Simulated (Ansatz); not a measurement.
Crystal: SnSe.

```xyz
8
Lattice="11.4200 0.0000 0.0000 0.0000 4.1900 0.0000 0.0000 0.0000 4.4600" Properties=species:S:1:pos:R:3 pbc="T T T"
Sn   10.0153    3.1425    4.0541
Sn    7.1147    1.0475    1.8241
Sn    4.3053    3.1425    2.6359
Sn    1.4047    1.0475    0.4059
Se    7.3431    3.1425    4.3886
Se    9.7869    1.0475    2.1586
Se    1.6331    3.1425    2.3014
Se    4.0769    1.0475    0.0714
```

```yaml
Program: Ansatz 0.2.0
Task: relaxation of cell and atoms
Functional: revPBE
Potentials_or_basis: Ansatz PAW
Cutoff: "420 eV (not typed: the program's choice for these potentials)"
k_mesh: 3 × 6 × 6
Occupations: fermi-dirac, width 0.05 eV
Spin: no spin polarisation
```

At the start: volume 26.68 Å³/atom.

Question: How do energy, volume and symmetry change on relaxing?

Answer: It ends after 9 steps and the volume is 30.09 Å³/atom (+12.8 %); space group Pnma (No. 62, to 0.05 Å).

The path:
```csv
step,energy change (eV),largest force (eV/Å),volume (Å³)
1,0.0000,0.3386,213.41
2,-0.2014,0.2042,236.19
3,-0.2289,0.0679,237.69
4,-0.2351,0.0421,237.03
5,-0.2383,0.0401,238.77
6,-0.2400,0.0190,241.34
7,-0.2405,0.0039,240.55
8,-0.2405,0.0016,240.71
9,-0.2450,0.0020,240.71
```

Final structure:
```
CELL_PARAMETERS angstrom
12.10945 0.00000 0.00000
0.00000 4.22439 0.00000
0.00000 0.00000 4.70555
ATOMIC_POSITIONS crystal
Sn 0.87455 0.75000 0.87408
Sn 0.62545 0.25000 0.37408
Sn 0.37455 0.75000 0.62592
Sn 0.12545 0.25000 0.12592
Se 0.64781 0.75000 0.97842
Se 0.85219 0.25000 0.47842
Se 0.14781 0.75000 0.52158
Se 0.35219 0.25000 0.02158
```

Caveat: the plane-wave basis is chosen anew once the cell has moved, so the energies of steps on either side of that aren't comparable; this functional lacks dispersion, which binds the layers, so the pressure and a relaxed spacing across them are unreliable; the volume moved by +13 % from the deposited cell, more than functionals usually miss; the PAW data sets come from PBE, with cores solved anew for the run's functional, which leaves a small shift of forces and pressure.
